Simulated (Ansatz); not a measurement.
# Sn, one cell by several methods

```
Sn
1.0
    -1.59075    1.59075    2.91565
     1.59075   -1.59075    2.91565
     1.59075    1.59075   -2.91565
Sn
1
Direct
  0.00000 0.00000 0.00000
```

The cell is COD entry 1540069, as deposited and not checked against the literature; nothing was relaxed.

Spin–orbit coupling is left out, though it moves levels of the heavy atoms by tenths of an eV or more.

Levels of theory: DFT, PBEsol, PAW with Ansatz's default frozen-core files, scalar-relativistic (Ansatz 0.2.0); DFT, PBEsol, all-electron LAPW, scalar-relativistic (Ansatz 0.2.0).

For PAW: a Γ-centred 15×15×18 k mesh, Fermi–Dirac smearing of 0.08 eV, cutoff 420 eV, no spin polarisation; the PAW files were made with PBE, and the program remakes their frozen cores for this functional; this mesh doesn't keep the crystal's whole symmetry, which leaves small spurious terms. LAPW targets a basis error of 0.25 meV/atom. The Ansatz runs share mesh, smearing and spin set-up. Plane-wave (PAW) pressures include the program's estimate of the Pulay term.

Stress and pressure are positive in compression.

Levels count from the Fermi level.

PAW results:

```tsv
quantity	PAW
pressure (GPa)	-4.11
stress xx (GPa)	-3.34
stress zz (GPa)	-5.64
stress xy (GPa)	0.05
highest filled level at P (eV)	-1.437
lowest empty level at P (eV)	1.089
highest filled level at Γ (eV)	-10.590
lowest empty level at Γ (eV)	5.754
highest filled level at S (eV)	-2.227
lowest empty level at S (eV)	6.150
```

(1) What does all-electron LAPW give for the same quantities?

Results:

(1) 
```json
{"quantity": "pressure (GPa)", "LAPW": "-4.10"}
{"quantity": "stress xx (GPa)", "LAPW": "-3.34"}
{"quantity": "stress zz (GPa)", "LAPW": "-5.64"}
{"quantity": "stress xy (GPa)", "LAPW": "0.05"}
{"quantity": "highest filled level at P (eV)", "LAPW": "-1.437"}
{"quantity": "lowest empty level at P (eV)", "LAPW": "1.090"}
{"quantity": "highest filled level at Γ (eV)", "LAPW": "-10.590"}
{"quantity": "lowest empty level at Γ (eV)", "LAPW": "5.755"}
{"quantity": "highest filled level at S (eV)", "LAPW": "-2.227"}
{"quantity": "lowest empty level at S (eV)", "LAPW": "6.149"}
```
